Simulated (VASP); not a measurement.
# C (Fd-3m) in VASP: notebook, part 2 of 2

VASP 6.6.1. Earlier steps stand in the parts before.

## (3) G0W0 quasiparticle levels, PBE

File POSCAR:

```
C
1.0
    0.0000000000      1.7833700000      1.7833700000
    1.7833700000      0.0000000000      1.7833700000
    1.7833700000      1.7833700000      0.0000000000
C
2
Direct
    0.7500000000      0.7500000000      0.7500000000
    0.5000000000      0.5000000000      0.5000000000
```

File INCAR.step1:

```
PREC = Accurate ; ENCUT = 450
EDIFF = 1E-8 ; ISMEAR = 0
SIGMA = 0.01 ; LREAL = False
LASPH = True ; NELM = 100
ALGO = Normal ; LWAVE = True
LCHARG = False ; GGA = PE
```

File INCAR.step2:

```
PREC = Accurate ; ENCUT = 450
EDIFF = 1E-8 ; ISMEAR = 0
SIGMA = 0.01 ; LREAL = False
LASPH = True ; NELM = 1
ALGO = Exact ; LWAVE = True
LCHARG = False ; GGA = PE
NBANDS = 31 ; LOPTICS = True
ISTART = 1
```

File INCAR.step3:

```
PREC = Accurate ; ENCUT = 450
EDIFF = 1E-8 ; ISMEAR = 0
SIGMA = 0.01 ; LREAL = False
LASPH = True ; ALGO = EVGW0
LWAVE = False ; LCHARG = False
GGA = PE ; NELMGW = 1
NBANDS = 31 ; ENCUTGW = 150
NOMEGA = 48 ; PRECFOCK = Fast
ISTART = 1 ; NBANDSGW = 12
```

File KPOINTS:

```
Automatic mesh
0
Gamma
  4 4 4
```

Potentials or basis: VASP PAW PBE potentials, release 64 (C_GW).

The run is started by

```sh
$ cat potpaw_PBE.64/C_GW/POTCAR > POTCAR
$ cp INCAR.step1 INCAR
$ mpirun -np 1 vasp_std > vasp.out
$ cp INCAR.step2 INCAR
$ mpirun -np 1 vasp_std > vasp.out
$ cp INCAR.step3 INCAR
$ mpirun -np 1 vasp_std > vasp.out
```

OUTCAR:

```text
PREC = Accurate
   ENCUT = 450
   EDIFF = 1E-8
   ISMEAR = 0
   LREAL = False
   LASPH = True
   GGA = PE
   NELMGW = 1
   ENCUTGW = 150
   PRECFOCK = Fast
   ISTART = 1

 Found      8 irreducible k-points:

 Following reciprocal coordinates:
            Coordinates               Weight
  0.000000  0.000000  0.000000      1.000000
  0.250000  0.000000  0.000000      8.000000
  0.500000  0.000000  0.000000      4.000000
  0.250000  0.250000  0.000000      6.000000
  0.500000  0.250000  0.000000     24.000000
 -0.250000  0.250000  0.000000     12.000000
   k-points           NKPTS =      8   k-points in BZ     NKDIM =     64   number of bands    NBANDS=     31
   number of dos      NEDOS =    301   number of ions     NIONS =      2
   total plane-waves  NPLWV =   5832
   dimension x,y,z NGX =    18 NGY =   18 NGZ =   18
   dimension x,y,z NGXF=    36 NGYF=   36 NGZF=   36
   ions per type =               2
   NGX,Y,Z   is equivalent  to a cutoff of  11.86, 11.86, 11.86 a.u.
   NGXF,Y,Z  is equivalent  to a cutoff of  23.73, 23.73, 23.73 a.u.
 SYSTEM =  unknown system
   PREC   = accura    normal or accurate (medium, high low for compatibility)
   ISTART =      1    job   : 0-new  1-cont  2-samecut
   ICHARG =      0    charge: 1-file 2-atom 10-const
   ISPIN  =      1    spin polarized calculation?
   LNONCOLLINEAR =      F non collinear calculations
   LSORBIT =      F    spin-orbit coupling
   LASPH  =      T    aspherical Exc in radial PAW
   ENCUT  =  450.0 eV  33.07 Ry    5.75 a.u.   4.36  4.36  4.36*2*pi/ulx,y,z
   NELM   =     60;   NELMIN=  2; NELMDL=  0     # of ELM steps
   EDIFF  = 0.1E-07   stopping-criterion for ELM
   LREAL  =      F    real-space projection
   EDIFFG = 0.1E-06   stopping-criterion for IOM
   NSW    =      0    number of steps for IOM
   IBRION =     -1    ionic relax: 0-MD 1-quasi-New 2-CG
   NFREE  =      0    steps in history (QN), initial steepest desc. (CG)
   ISIF   =      0    stress and relaxation
   ISYM   =      3    0-nonsym 1-usesym 2-fastsym
   POTIM  = 0.5000    time-step for ionic-motion
   TEBEG  =    0.0;   TEEND  =   0.0 temperature during run
   PSTRESS=    0.0 pullay stress
   NELECT =       8.0000    total number of electrons
   NUPDOWN=      -1.0000    fix difference up-down
   EMIN   =  10.00;   EMAX   =-10.00  energy-range for DOS
   EFERMI =   0.00;   METHOD = LEGACY
   ISMEAR =     0;   SIGMA  =   0.01  broadening in eV -4-tet -1-fermi 0-gaus
   EFERMI_NEDOS =   21; number of points for ismear=-14 and -15
   IALGO  =     38    algorithm
   IMIX   =      4    mixing-type and parameters
     AMIX     =   0.40;   BMIX     =  1.00
     AMIX_MAG =   1.60;   BMIX_MAG =  1.00
  volume/ion in A,a.u.               =       5.67        38.28
  Fermi-wavevector in a.u.,A,eV,Ry     =   1.457203  2.753714 28.891161  2.123440
  Thomas-Fermi vector in A             =   2.574032
   LORBIT       =      0    0 simple, 1 ext, 2 COOP (PROOUT), +10 PAW based schemes
   GGA     = PE    functional components
   LHFCALC =     T    Hartree Fock is set to
   PRECFOCK=fast      Normal, Fast or Accurate (Low or Medium for compatibility)
   ENCUT4O =  -1.0   cutoff for four orbital integrals eV
   NKREDX  =     1    reduce k-point grid by
   NKREDY  =     1    reduce k-point grid by
   NKREDZ  =     1    reduce k-point grid by
   AEXX    =    1.0000 exact exchange contribution
   HFSCREEN=    0.0000 screening length (either q_TF or 0.3 A-1)
   HFSCREENC=   0.0000 screening length for correlation (either q_TF or 0.3 A-1)
   ENCUTFOCK=  -1.0 apply spherical cutoff to Coloumb kernel
   IVDW    =     0    specifies the selected vdW correction
   LEPSILON=     F    determine dielectric tensor
   LRPA    =     F    only Hartree local field effects (RPA)
   LRPAFORCE           =     F    calculate RPA forces
   ENCUTGW             = 150.0    cutoff for response function in eV
   ENCUTGWSOFT         = 120.0    soft cutoff for Coulomb kernel in GW response function in eV
   ENCUTLF             =  -1.0    cutoff for local field effects
   NELMGW              =     1    number of iterations in solving QP/BSE equation
   NELMHF              =     1    number of iterations in the inner HF iteration
   NKREDLFX            =     1    NKREDLFY  =   1   NKREDLFZ  =   1
 non-spin polarized calculation
 Gauss-broadening in eV      SIGMA  =   0.01
  energy-cutoff  :      450.00
  volume of cell :       11.34
 maximum number of plane-waves:       259
 NGX is ok and might be reduce to    18
  NGX = 12; NGY = 12; NGZ = 12
   NGX =  9   NGY =  9   NGZ =  9
 maximum number of plane-waves:        59
 NGX is ok and might be reduce to    10

 QP shifts <psi_nk| G(iteration)W_0 |psi_nk>: iteration 1
 for sc-GW calculations column KS-energies equals QP-energies in previous step
 and V_xc(KS)=  KS-energies - (<T + V_ion + V_H > + <T+V_H+V_ion>^1  + <V_x>^1)

 k-point   1 :       0.0000    0.0000    0.0000
  band No.  KS-energies  QP-energies   sigma(KS)   V_xc(KS)     V^pw_x(r,r')   Z            occupation Imag(sigma)

      1     -11.6919     -13.1593     -16.6857     -14.7698     -25.4032       0.7659       2.0000       1.4873
      2       9.7941       9.4760     -17.1880     -16.8022     -19.5075       0.8244       2.0000       0.0853
      3       9.7941       9.4760     -17.1880     -16.8022     -19.5075       0.8244       2.0000       0.0853
      4       9.7941       9.4760     -17.1880     -16.8022     -19.5075       0.8244       2.0000       0.0853
      5      15.3789      16.7326     -13.8635     -15.5177      -9.0997       0.8183       0.0000      -0.1183
      6      15.3789      16.7326     -13.8635     -15.5177      -9.0997       0.8183       0.0000      -0.1183
      7      15.3789      16.7326     -13.8635     -15.5177      -9.0997       0.8183       0.0000      -0.1183
      8      23.1136      24.4186     -14.6906     -16.3805      -7.6907       0.7721       0.0000      -0.2778
      9      29.0789      29.6170     -11.1714     -11.8382      -4.2885       0.8070       0.0000      -0.4195
     10      36.3096      37.6767     -12.2164     -13.8757      -5.8641       0.8239       0.0000      -0.5977
     11      36.3096      37.6767     -12.2164     -13.8757      -5.8641       0.8239       0.0000      -0.5977
     12      37.3104      38.1143     -10.5039     -11.4877      -3.2357       0.8171       0.0000      -1.0074

 k-point   2 :       0.2500    0.0000    0.0000
  band No.  KS-energies  QP-energies   sigma(KS)   V_xc(KS)     V^pw_x(r,r')   Z            occupation Imag(sigma)

      1      -9.9767     -11.3738     -16.7332     -14.8988     -24.9786       0.7616       2.0000       1.2605
      2       3.1994       2.3629     -16.7261     -15.6786     -20.6345       0.7986       2.0000       0.1684
      3       8.0497       7.6137     -17.0187     -16.4855     -19.7091       0.8177       2.0000       0.0985
      4       8.0497       7.6137     -17.0187     -16.4855     -19.7091       0.8177       2.0000       0.0985
      5      17.5797      19.0395     -13.8845     -15.6820      -8.6219       0.8121       0.0000      -0.1416
      6      17.5797      19.0395     -13.8845     -15.6820      -8.6219       0.8121       0.0000      -0.1416
      7      17.9336      19.1788     -14.1503     -15.6855      -8.8368       0.8110       0.0000      -0.1464
      8      24.4261      25.8505     -13.8922     -15.7333      -6.7065       0.7737       0.0000      -0.3173
      9      30.5011      31.3026     -11.5624     -12.5681      -4.3219       0.7970       0.0000      -0.4998
     10      32.1732      33.2181     -11.4874     -12.7558      -5.1312       0.8237       0.0000      -0.4928
     11      32.1732      33.2181     -11.4874     -12.7558      -5.1312       0.8237       0.0000      -0.4928
     12      35.2571      36.1095     -11.3586     -12.4240      -3.7046       0.8000       0.0000      -0.8165
[... 36 lines left out ...]
      1      -5.6697      -6.9100     -17.0076     -15.3675     -24.0492       0.7562       2.0000       0.7177
      2      -0.9993      -2.0601     -16.7636     -15.3881     -22.0939       0.7713       2.0000       0.3220
      3       3.0495       2.2009     -16.6703     -15.6059     -20.6107       0.7972       2.0000       0.1672
      4       4.9215       4.2290     -16.8253     -15.9676     -20.3410       0.8074       2.0000       0.1344
      5      15.8612      16.8400     -12.8406     -14.0266      -7.8397       0.8253       0.0000      -0.1267
      6      21.2203      22.4766     -13.0166     -14.5805      -6.9317       0.8034       0.0000      -0.1991
      7      22.6033      24.2897     -13.9639     -16.1035      -7.3855       0.7882       0.0000      -0.2400
      8      23.1184      24.6559     -14.1529     -16.1099      -7.5086       0.7857       0.0000      -0.2550
      9      30.1041      31.4665     -12.9106     -14.6459      -5.3920       0.7851       0.0000      -0.5160
     10      33.3988      34.8596     -13.3298     -15.2194      -5.0364       0.7731       0.0000      -0.7780
     11      37.3213      38.5764     -11.9625     -13.5133      -4.6856       0.8093       0.0000      -0.8393
     12      40.7718      41.6587     -10.8694     -11.9578      -3.4227       0.8148       0.0000      -1.0462

 k-point   6 :      -0.2500    0.2500    0.0000
  band No.  KS-energies  QP-energies   sigma(KS)   V_xc(KS)     V^pw_x(r,r')   Z            occupation Imag(sigma)

      1      -7.2246      -8.5153     -16.8643     -15.1648     -24.3439       0.7595       2.0000       0.8949
      2       1.0894       0.0970     -17.0893     -15.8218     -21.8755       0.7830       2.0000       0.2387
      3       2.1808       1.3087     -16.3024     -15.2063     -20.3341       0.7957       2.0000       0.1841
      4       6.7828       6.2304     -16.9910     -16.3133     -20.0320       0.8151       2.0000       0.1105
      5      17.7151      18.8833     -13.1695     -14.5991      -7.8480       0.8172       0.0000      -0.1415
      6      19.7984      21.4124     -13.8824     -15.9014      -7.9080       0.7994       0.0000      -0.1825
      7      22.1492      23.6364     -14.0244     -15.8908      -7.8388       0.7969       0.0000      -0.2158
      8      23.7027      25.1279     -13.7895     -15.6209      -6.7991       0.7782       0.0000      -0.2874
      9      29.4410      30.6103     -12.2347     -13.7089      -5.0207       0.7931       0.0000      -0.4537
     10      30.5316      31.5297     -11.4749     -12.6770      -5.4141       0.8303       0.0000      -0.3988
     11      34.5429      35.9188     -12.9534     -14.7207      -4.6234       0.7785       0.0000      -0.8547
     12      43.0647      43.9249     -10.8323     -11.8787      -3.2525       0.8221       0.0000      -1.2196

 [... further k-points ...]
```

Wall time 7.4 s (1 thread of AMD EPYC 9R45 (Zen 5), shared host); peak memory 0.09 GiB.

The run converged, but some of its settings lie outside the range that counts as converged, so its numbers aren't taken as properties of the crystal.

What came out:

```
Band gap on the k mesh, mean-field level : 4.43 eV, indirect (least direct gap 5.58 eV)
Quasiparticle gap                        : 5.77 eV
Least direct quasiparticle gap           : 7.26 eV
```

Caveat: the k mesh is coarse (spacing up to 0.76 Å⁻¹), so the values aren't converged; the cutoff is under 1.25 times the usual one of these potentials, so pressure, stress and relaxed cells hold a basis-set (Pulay) error; bands, screening cutoff and mesh are small and nothing is extrapolated, so the quasiparticle values aren't converged.

## (4) Band structure, B3LYP

POSCAR is that of step 3.

File INCAR.step1:

```
SYSTEM = C
PREC = Accurate ; ENCUT = 520
EDIFF = 1E-5 ; ISMEAR = -1
SIGMA = 0.05 ; LREAL = .FALSE.
LASPH = .TRUE. ; NELM = 60
ALGO = Normal ; ISIF = 2
LWAVE = .TRUE. ; LCHARG = .FALSE.
GGA = PE
```

File INCAR.step2:

```
SYSTEM = C
PREC = Accurate ; ENCUT = 520
EDIFF = 1E-7 ; ISMEAR = -1
SIGMA = 0.05 ; LREAL = .FALSE.
LASPH = .TRUE. ; NELM = 60
ALGO = Normal ; ISIF = 2
LWAVE = .FALSE. ; LCHARG = .FALSE.
GGA = B3 ; LHFCALC = .TRUE.
AEXX = 0.2 ; AGGAX = 0.72
AGGAC = 0.81 ; ALDAC = 0.19
PRECFOCK = Fast ; HFRCUT = -1
ISTART = 1
```

File KPOINTS:

```
Automatic mesh
0
G
  7 7 7
  0 0 0
```

File KPOINTS_OPT:

```
path GXWKGLUWLK,UX
10
line-mode
reciprocal
 0.0000000000  0.0000000000  0.0000000000  G
 0.5000000000  0.0000000000  0.5000000000  X

 0.5000000000  0.0000000000  0.5000000000  X
 0.5000000000  0.2500000000  0.7500000000  W

 0.5000000000  0.2500000000  0.7500000000  W
 0.3750000000  0.3750000000  0.7500000000  K

 0.3750000000  0.3750000000  0.7500000000  K
 0.0000000000  0.0000000000  0.0000000000  G

 0.0000000000  0.0000000000  0.0000000000  G
 0.5000000000  0.5000000000  0.5000000000  L

 0.5000000000  0.5000000000  0.5000000000  L
 0.6250000000  0.2500000000  0.6250000000  U

 0.6250000000  0.2500000000  0.6250000000  U
 0.5000000000  0.2500000000  0.7500000000  W

 0.5000000000  0.2500000000  0.7500000000  W
 0.5000000000  0.5000000000  0.5000000000  L

 0.5000000000  0.5000000000  0.5000000000  L
 0.3750000000  0.3750000000  0.7500000000  K

 0.6250000000  0.2500000000  0.6250000000  U
 0.5000000000  0.0000000000  0.5000000000  X
```

Potentials or basis: VASP PAW PBE potentials, release 64 (C).

The run is started by

```sh
$ cat potpaw_PBE.64/C/POTCAR > POTCAR
$ cp INCAR.step1 INCAR
$ mpirun -np 1 vasp_std > vasp.out
$ cp INCAR.step2 INCAR
$ mpirun -np 1 vasp_std > vasp.out
```

OUTCAR:

```text
SYSTEM = C
   PREC = Accurate
   ENCUT = 520
   EDIFF = 1E-7
   ISMEAR = -1
   LREAL = .FALSE.
   LASPH = .TRUE.
   NELM = 60
   ISIF = 2
   GGA = B3
   LHFCALC = .TRUE.
   AEXX = 0.2
   PRECFOCK = Fast
   ISTART = 1

 ion  position               nearest neighbor table
   1  0.750  0.750  0.750-   2 1.54   2 1.54   2 1.54   2 1.54
   2  0.500  0.500  0.500-   1 1.54   1 1.54   1 1.54   1 1.54

  LATTYP: Found a face centered cubic cell.
 ALAT       =     3.5667400000
[... 411 lines left out ...]
      8      24.9673      0.00000

------------------------ aborting loop because EDIFF is reached ----------------------------------------

  FORCE on cell =-STRESS in cart. coord.  units (eV):
  Direction    XX          YY          ZZ          XY          YZ          ZX
  --------------------------------------------------------------------------------------
  -------------------------------------------------------------------------------------
  Total        0.0929126      0.0929126      0.0929126      0.0000000     -0.0000000     -0.0000000
  in kB       13.1229248     13.1229248     13.1229248      0.0000000     -0.0000000     -0.0000000
  external PRESSURE =      13.1229248 kB  Pullay stress =       0.0000000 kB

 VOLUME and BASIS-vectors are now :
 -----------------------------------------------------------------------------
  energy-cutoff  :      520.00
  volume of cell :       11.34
      direct lattice vectors                 reciprocal lattice vectors
     0.000000000  1.783370000  1.783370000    -0.280368067  0.280368067  0.280368067
     1.783370000  0.000000000  1.783370000     0.280368067 -0.280368067  0.280368067
     1.783370000  1.783370000  0.000000000     0.280368067  0.280368067 -0.280368067

 POSITION                                       TOTAL-FORCE (eV/Angst)
 -----------------------------------------------------------------------------------
      2.67505      2.67505      2.67505         0.000000      0.000000      0.000000
      1.78337      1.78337      1.78337        -0.000000     -0.000000     -0.000000
 -----------------------------------------------------------------------------------
    total drift:                                0.000000     -0.000000      0.000000

  FREE ENERGIE OF THE ION-ELECTRON SYSTEM (eV)
  ---------------------------------------------------
  free  energy   TOTEN  =       -20.1361602297 eV

  energy  without entropy=      -20.1361602296  energy(sigma->0) =      -20.13616023
```

OSZICAR.step1:

```text
N       E                     dE             d eps       ncg     rms          rms(c)
DAV:   1    -0.754199203342E+00   -0.75420E+00   -0.50814E+03   336   0.975E+02
DAV:   2    -0.187223245899E+02   -0.17968E+02   -0.17534E+02   536   0.113E+02
DAV:   3    -0.188221029634E+02   -0.99778E-01   -0.99778E-01   352   0.109E+01
DAV:   4    -0.188222052749E+02   -0.10231E-03   -0.10231E-03   440   0.376E-01
DAV:   5    -0.188222053003E+02   -0.25471E-07   -0.25471E-07   336   0.467E-03    0.556E+00
DAV:   6    -0.183426492081E+02    0.47956E+00   -0.36698E-01   336   0.485E+00    0.334E+00
DAV:   7    -0.181812017701E+02    0.16145E+00   -0.40539E-01   368   0.520E+00    0.763E-01
DAV:   8    -0.181824942546E+02   -0.12925E-02   -0.18248E-03   328   0.488E-01    0.478E-02
DAV:   9    -0.181825114660E+02   -0.17211E-04   -0.13634E-04   440   0.104E-01    0.271E-02
DAV:  10    -0.181825235392E+02   -0.12073E-04   -0.13216E-05   320   0.425E-02    0.638E-03
DAV:  11    -0.181825233725E+02    0.16668E-06   -0.34776E-08   160   0.212E-03
   1 F= -.18182523E+02 E0= -.18182523E+02  d E =-.152640E-10
```

It took 7.2 min on 1 thread of Intel Xeon Platinum 8488C (Sapphire Rapids), shared host; peak memory 0.14 GiB.

Results:

| Item | Value |
| --- | --- |
| Free energy | -20.1362 eV |
| Pressure | 1.3 GPa |
| Band gap on the k mesh | 6.13 eV, indirect (least direct gap 7.44 eV) |
| Band gap along the path | 6.00 eV, indirect (least direct gap 7.44 eV) |

Levels at the corners of the path, in eV from the valence-band top:
| point | band 1 | band 2 | band 3 | band 4 | band 5 | band 6 | band 7 | band 8 |
| --- | --- | --- | --- | --- | --- | --- | --- | --- |
| Γ | -22.88 | 0.00 | 0.00 | 0.00 | 7.44 | 7.44 | 7.44 | 15.64 |
| X | -13.65 | -13.65 | -6.66 | -6.66 | 6.67 | 6.67 | 19.30 | 19.30 |
| X | -13.65 | -13.65 | -6.66 | -6.66 | 6.67 | 6.67 | 19.30 | 19.30 |
| W | -12.86 | -12.86 | -8.72 | -8.72 | 12.75 | 12.75 | 14.60 | 14.60 |
| W | -12.86 | -12.86 | -8.72 | -8.72 | 12.75 | 12.75 | 14.60 | 14.60 |
| K | -13.93 | -12.55 | -9.76 | -5.67 | 7.62 | 12.91 | 16.75 | 18.07 |
| K | -13.93 | -12.55 | -9.76 | -5.67 | 7.62 | 12.91 | 16.75 | 18.07 |
| Γ | -22.88 | 0.00 | 0.00 | 0.00 | 7.44 | 7.44 | 7.44 | 15.64 |
| Γ | -22.88 | 0.00 | 0.00 | 0.00 | 7.44 | 7.44 | 7.44 | 15.64 |
| L | -16.83 | -14.14 | -2.98 | -2.98 | 10.51 | 10.51 | 10.87 | 18.13 |
| L | -16.83 | -14.14 | -2.98 | -2.98 | 10.51 | 10.51 | 10.87 | 18.13 |
| U | -13.93 | -12.55 | -9.76 | -5.67 | 7.62 | 12.91 | 16.75 | 18.07 |
| U | -13.93 | -12.55 | -9.76 | -5.67 | 7.62 | 12.91 | 16.75 | 18.07 |
| W | -12.86 | -12.86 | -8.72 | -8.72 | 12.75 | 12.75 | 14.60 | 14.60 |
| W | -12.86 | -12.86 | -8.72 | -8.72 | 12.75 | 12.75 | 14.60 | 14.60 |
| L | -16.83 | -14.14 | -2.98 | -2.98 | 10.51 | 10.51 | 10.87 | 18.13 |
| L | -16.83 | -14.14 | -2.98 | -2.98 | 10.51 | 10.51 | 10.87 | 18.13 |
| K | -13.93 | -12.55 | -9.76 | -5.67 | 7.62 | 12.91 | 16.75 | 18.07 |
| U | -13.93 | -12.55 | -9.76 | -5.67 | 7.62 | 12.91 | 16.75 | 18.07 |
| X | -13.65 | -13.65 | -6.66 | -6.66 | 6.67 | 6.67 | 19.30 | 19.30 |

Caveat: the k mesh is coarse (spacing up to 0.44 Å⁻¹), so the values aren't converged, least of all with exact exchange; the PAW data sets were made with another functional, which shifts forces and pressure a little; the mesh misses the band edges, which the band path finds closer together.
